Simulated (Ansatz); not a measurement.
## An Ansatz input for Na2S with an Na vacancy

```yaml
crystal:
  lattice:
    - [0.0, 6.4983089786, 6.4983089786]
    - [6.4983089786, 0.0, 6.4983089786]
    - [6.4983089786, 6.4983089786, 0.0]
  atoms:
    - { symbol: Na, position: [0.125, 0.125, 0.625], spin: 2.0 }
    - { symbol: Na, position: [0.125, 0.625, 0.125] }
    - { symbol: Na, position: [0.125, 0.625, 0.625] }
    - { symbol: Na, position: [0.625, 0.125, 0.125] }
    - { symbol: Na, position: [0.625, 0.125, 0.625] }
    - { symbol: Na, position: [0.625, 0.625, 0.125] }
    - { symbol: Na, position: [0.625, 0.625, 0.625] }
    - { symbol: Na, position: [0.375, 0.375, 0.375] }
    - { symbol: Na, position: [0.375, 0.375, 0.875] }
    - { symbol: Na, position: [0.375, 0.875, 0.375] }
    - { symbol: Na, position: [0.375, 0.875, 0.875] }
    - { symbol: Na, position: [0.875, 0.375, 0.375] }
    - { symbol: Na, position: [0.875, 0.375, 0.875] }
    - { symbol: Na, position: [0.875, 0.875, 0.375] }
    - { symbol: Na, position: [0.875, 0.875, 0.875] }
    - { symbol: S, position: [0.0, 0.0, 0.0] }
    - { symbol: S, position: [0.0, 0.0, 0.5] }
    - { symbol: S, position: [0.0, 0.5, 0.0] }
    - { symbol: S, position: [0.0, 0.5, 0.5] }
    - { symbol: S, position: [0.5, 0.0, 0.0] }
    - { symbol: S, position: [0.5, 0.0, 0.5] }
    - { symbol: S, position: [0.5, 0.5, 0.0] }
    - { symbol: S, position: [0.5, 0.5, 0.5] }
total_charge: -1
kpoints:
  mp_grid: { grid: [3, 3, 3] }
scf:
  occupations: { method: fermi_dirac, width: 0.01 }
  max_iter: 60
hamiltonian:
  xc: pbe
  pseudopotentials: { kind: paw }
output:
  forces: true
  stress: true
  populations: true
  efg:
    quadrupole_moments_barn: { Na: 0.104, S: -0.0694 }
    contact_densities: true
```

```sh
ansatz run input.yaml --threads 1 --pin off --max-ram 3072MiB --backend cpu --events-out ev --progress --plain --runs-dir out
```

Q: Does this calculation finish, and if not, why?

A: The input was rejected before any iteration. The input holds a moment without spin polarisation. The program says:

```
Error: inconsistent input (magnetization.spin_polarized): false but per-atom `spin:`, `per_species`, `initial_magnetization`, `magnetic_field`, or `spin_locking` is set
```

Against a sound input the change was `crystal.atoms[0].spin`: not typed → 2.0; `scf.max_iter`: not typed → 60.

With the sound settings the run converges and gives V_zz (10²¹ V/m²) Na1 0.18 (η 0.37), Na9 0.18 (η 0.24), S16 -2.65 (η 0.00), S19 0.76 (η 0.00), and under 0.004 at the other sites; a site carries the number of its first atom in the input. The defect repeats with the cell of 23 atoms, so it feels its images: sites between two images don't show the values beside a lone defect, and zeros or small values of η there can come from the images' arrangement. A uniform background compensates the cell's charge. The neighbours have not yet relaxed around the defect (largest force 0.47 eV/Å), so a real crystal will differ.
